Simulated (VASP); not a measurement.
Write the native input for VASP 6.6.1 that does the following.

```yaml
Task: relaxation of cell and atoms
Functional: BLYP
Dispersion: D3(BJ)
Potentials_or_basis: VASP PAW PBE potentials, release 64 (Hf_pv, O)
Cutoff: 600 eV
k_mesh: 6 × 6 × 8
Occupations: fermi-dirac, width 0.05 eV
Spin: no spin polarisation
Further_INCAR_settings: ALGO = Fast; EDIFF = 1e-07; IBRION = 2; EDIFFG = -0.02; NSW = 40; ISIF = 3
```

The structure of HfO2 lies in POSCAR:

```
HfO2
1.0
    4.8135329900      0.0000000000      0.0000000000
    0.0000000000      4.8135329900      0.0000000000
    0.0000000000      0.0000000000      3.2054154100
Hf O
2 4
Direct
    0.5000000000      0.5000000000      0.5000000000
    0.0000000000      0.0000000000      0.0000000000
    0.8050448800      0.1949551200      0.5000000000
    0.6949551200      0.6949551200      0.0000000000
    0.3050448800      0.3050448800      0.0000000000
    0.1949551200      0.8050448800      0.5000000000
```

Measurements of this composition are mostly on another form, of space group No. 14.

These files were run (other wordings do the same):

INCAR

```
SYSTEM = HfO2
PREC     = Accurate       ! precision mode
ENCUT    = 600            ! plane-wave cutoff, eV
EDIFF    = 1E-7           ! SCF threshold, eV
ISMEAR   = -1             ! smearing method
SIGMA    = 0.05           ! smearing width, eV
LREAL    = .False.        ! projectors in reciprocal space
LASPH    = .True.         ! aspherical terms in the spheres
NELM     = 60             ! most SCF steps
ALGO     = Fast           ! electronic algorithm
ISIF     = 3              ! what is computed and relaxed
LWAVE    = .False.        ! write WAVECAR
LCHARG   = .False.        ! write CHGCAR
GGA      = B5             ! functional
ALDAX    = 1.0          
AGGAX    = 1.0          
AGGAC    = 1.0          
ALDAC    = 0.0          
IVDW     = 12             ! dispersion correction
VDW_S6   = 1.0          
VDW_S8   = 2.6996       
VDW_A1   = 0.4298       
VDW_A2   = 4.2359       
IBRION   = 2              ! ionic algorithm
NSW      = 40             ! ionic steps
EDIFFG   = -0.02          ! ionic threshold
```

KPOINTS

```
regular mesh
0
Gamma
  6 6 8
  0 0 0
```

Potentials or basis: VASP PAW PBE potentials, release 64 (Hf_pv, O).

The run is started by

```bash
$ cat potpaw_PBE.64/Hf_pv/POTCAR potpaw_PBE.64/O/POTCAR > POTCAR
$ mpirun -np 1 vasp_std > vasp.out
```

It gave:

```yaml
Relaxed_volume: 12.64 Å³/atom
Relaxed_cell: a = 4.848 Å, b = 4.848 Å, c = 3.228 Å, α = 90.00°, β = 90.00°, γ = 90.00°
Space_group_after_relaxing_to_0.05_Å: P4_2/mnm (No. 136)
Energy_gained_by_relaxing: 4.2 meV/atom
Ionic_steps: 5
Pressure_after_relaxing: 0.0 GPa
Largest_force_after_relaxing: 0.011 eV/Å
Band_gap_on_the_k_mesh: 3.92 eV, direct
Dispersion_energy_per_atom: -0.469 eV
```

Caveat: the PAW data sets were made with another functional, which shifts forces and pressure a little; spin-orbit coupling is left out, which moves the levels of the heavy elements.

Run time: 9.2 min on 1 thread of Intel(R) Xeon(R) Platinum 8375C CPU @ 2.90GHz (Ice Lake) (shared host), peak memory 0.29 GiB.
